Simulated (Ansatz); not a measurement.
## NaCl: moving Cl off its site

NaCl, Fm-3m, a = 5.663 Å (as given, not relaxed at this level: -0.8 GPa). Ansatz: PBEsol, PAW, 420 eV, Γ-centred 8×8×8 mesh on 2 atoms, Gaussian smearing 0.05 eV; no spin polarisation.

```
CELL_PARAMETERS angstrom
0.00000 2.83175 2.83175
2.83175 0.00000 2.83175
2.83175 2.83175 0.00000
ATOMIC_POSITIONS crystal
Na 0.00000 0.00000 0.00000
Cl 0.50000 0.50000 0.50000
```

Atom 2 (Cl) moves by x along the unit vector (0.707, -0.707, 0.000), with its periodic images; all else is held. y is the free energy of the cell over the start, F the force along the path summed over the moved atoms. Symmetry makes y even in x.

```
  x (Å) y (meV) F (eV/Å)
-0.5000        ?         ?
-0.2500     38.8      0.32
 0.0000      0.0      0.00
 0.0625      2.3     -0.08
 0.1250      9.4     -0.15
 0.1875     21.5     -0.23
 0.3125     61.8     -0.42
 0.3750     91.0     -0.52
 0.4375    127.1     -0.64
```

**Question.** Fit y = c2 x² + c4 x⁴ to the energies of the other rows, give the force constant, and predict energy and force of the missing row.

**Answer.** Least squares on the rows shown. y = 599.89 x² + 335.36 x⁴. The force constant is 2 c2 = 1.20 eV/Å² (for all images moving together, not for a lone atom). With two atoms in a cubic cell this is the optical mode at Γ without the LO field: ω = 521.5 √(2 c2/μ) = 153 cm⁻¹ for μ = 13.95 u. The force −dy/dx at the missing row is 0.77 eV/Å (computed 0.76). At x = -0.5000 the fit asked for gives 170.9 meV. The run gave 170.7 meV, so the fit is 0.2 meV too high, a small miss on the scale of the series.